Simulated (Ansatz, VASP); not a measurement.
Sr in VASP and in Ansatz

```xyz
1
Lattice="-2.4354 2.4354 2.4354 2.4354 -2.4354 2.4354 2.4354 2.4354 -2.4354" Properties=species:S:1:pos:R:3 pbc="T T T"
Sr    0.0000    0.0000    0.0000
```

Alike in both runs: task single point; functional BLYP; k mesh 11 × 11 × 11; occupations fermi-dirac, width 0.1 eV; no spin polarisation.

|  | VASP | Ansatz |
| --- | --- | --- |
| version | VASP 6.6.1 | Ansatz 0.2.0 |
| potentials or method | VASP PAW PBE potentials, release 64 (Sr_sv) | plane waves (420 eV) with PAW, scalar-relativistic |
| plane-wave cutoff (eV) | 520 | 420 |
| valence electrons in the cell | 10 | 10 |

|  | VASP | Ansatz | Ansatz less VASP |
| --- | --- | --- | --- |
| pressure (GPa) | -0.4 | -0.4 | 0.00 |

Caveats: the PAW data sets were made with another functional, which shifts forces and pressure a little (VASP).
